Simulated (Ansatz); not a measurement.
BaO in the rocksalt structure, relaxed with r2SCAN: space group Fm-3m (No. 225), cubic; a = 5.544 Å in the conventional setting, 21.30 Å³ an atom. Ba is surrounded by 6 O at 2.77 Å; O is surrounded by 6 Ba at 2.77 Å. One-shot G0W0@PBE in the PAW code Ansatz on a 6×6×6 mesh (contour deformation, no spin-orbit coupling), from a PBE gap of 2.050 eV over the mesh points (the G0W0 gap is direct on the mesh); the number N of bands summed and the screening cutoff rise together. No spin polarisation and no zero-point or thermal motion.

```tsv
N	cutoff (eV)	1000/N	G0W0 gap (eV)
104	100	9.615	3.070
241	180	4.149	3.255
```

Lay a straight line in 1000/N through these rows.
The slope is -0.0338 eV per unit of 1000/N and the intercept 3.395 eV.

Predict the gap at N = 461 (260 eV).
3.395 + (-0.0338) × 2.169 = 3.322 eV; the run gives 3.360 eV, +0.038 eV from the line.

With that run's result added, what limit do the last two rows suggest?
Their slope is (3.360 − 3.255)/(2.169 − 4.149) = -0.0530, which meets 1/N = 0 at 3.47 eV, against 3.395 eV from the first line. The slope steepens, so 1/N isn't yet asymptotic and the true limit probably lies higher still; the k mesh isn't extrapolated.

Spin-orbit coupling is left out.
